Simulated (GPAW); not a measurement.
## Ni3Ge in GPAW: convergence with basis set

Ni3Ge:

```
CELL_PARAMETERS angstrom
3.53033 0.00000 0.00000
0.00000 3.53033 0.00000
0.00000 0.00000 3.53033
ATOMIC_POSITIONS crystal
Ge 0.00000 0.00000 0.00000
Ni 0.50000 0.50000 0.00000
Ni 0.00000 0.50000 0.50000
Ni 0.50000 0.00000 0.50000
```

The cell comes from a database or a generator and needn't be the stable form of this composition.

| Quantity | Value |
| --- | --- |
| Program | GPAW 26.7.0 |
| Task | convergence study |
| Functional | LDA |
| Potentials or basis | the program's PAW data sets (release 1.2.1) made for this functional |
| Basis | lcao:sz(dzp) |
| Grid spacing | 0.16 Å |
| k mesh | 5 × 5 × 5 |
| Occupations | fermi-dirac, width 0.05 eV |
| Spin | collinear spin, ferromagnetic start |
| Starting moments | [0.0, 1.0, 1.0, 1.0] μB |

These are the settings of the first run; the series varies basis set, with any setting tied to it.

Hardware: 1 thread of Arm Neoverse V1 (shared host).

| basis set | energy less the tightest run, at zero smearing (meV/atom) | SCF cycles | CPU time (s) | peak memory (GiB) |
| --- | --- | --- | --- | --- |
| lcao:sz(dzp) | 920.64 | 12 | 480 | 0.32 |
| lcao:szp(dzp) | 570.89 | 11 | 810 | 0.36 |
| lcao:dz(dzp) | 429.36 | 12 | 730 | 0.39 |
| lcao:dzp | 363.39 | 12 | 1200 | 0.46 |
| fd | -4.92 | 14 | 210 | 0.5 |
| pw | 0.00 | 12 | 27 | 0.18 |

Not settled before the last step: the energy (to 1 meV/atom). The tightest run that finished is the yardstick and may itself not be fully converged.

Caveat, for the tightest run too: the k mesh is coarse.
